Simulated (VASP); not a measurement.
Set up this calculation in VASP 6.6.1, as the native input.

* Task: relaxation of cell and atoms
* Functional: LDA
* Potentials or basis: VASP PAW LDA potentials, release 64 (Au)
* Cutoff: 600 eV
* k mesh: 16 × 16 × 16
* Occupations: methfessel-paxton, width 0.1 eV
* Spin: no spin polarisation
* Further INCAR settings: ALGO = Normal; EDIFF = 1e-06; IBRION = 2; EDIFFG = -0.01; NSW = 90; ISIF = 3

The structure of Au lies in POSCAR:

```
Au
1.0
    0.0000000000      2.0350000000      2.0350000000
    2.0350000000      0.0000000000      2.0350000000
    2.0350000000      2.0350000000      0.0000000000
Au
1
Direct
    0.0000000000      0.0000000000      0.0000000000
```

These files were run (other wordings do the same):

INCAR

```
PREC     = Accurate       # precision mode
ENCUT    = 600            # plane-wave cutoff, eV
EDIFF    = 1E-6           # SCF threshold, eV
ISMEAR   = 1              # smearing method
SIGMA    = 0.1            # smearing width, eV
LREAL    = False          # projectors in reciprocal space
LASPH    = True           # aspherical terms in the spheres
NELM     = 80             # most SCF steps
ALGO     = Normal         # electronic algorithm
ISIF     = 3              # what is computed and relaxed
LWAVE    = False          # write WAVECAR
LCHARG   = False          # write CHGCAR
IBRION   = 2              # ionic algorithm
NSW      = 90             # ionic steps
EDIFFG   = -0.01          # ionic threshold
```

KPOINTS

```
regular mesh
0
Gamma
  16 16 16
```

Potentials or basis: VASP PAW LDA potentials, release 64 (Au).

The run is started by

```sh
$ cat potpaw_LDA.64/Au/POTCAR > POTCAR
$ mpirun -np 1 vasp_std > vasp.out
```

Results of the run:

The relaxed volume is 16.64 Å³/atom and the relaxed cell is a = 2.865 Å, b = 2.865 Å, c = 2.865 Å, α = 60.00°, β = 60.00°, γ = 60.00°. The space group after relaxing (to 0.05 Å) is Fm-3m (No. 225) and the energy gained by relaxing is 1.7 meV/atom. The ionic steps are 3 and the pressure after relaxing is 0.0 GPa. The band gap on the k mesh is none (metal or under the smearing width).

It took 27 s on 1 thread of AMD EPYC 9R45 (Zen 5), on a shared host, peak memory 0.13 GiB.
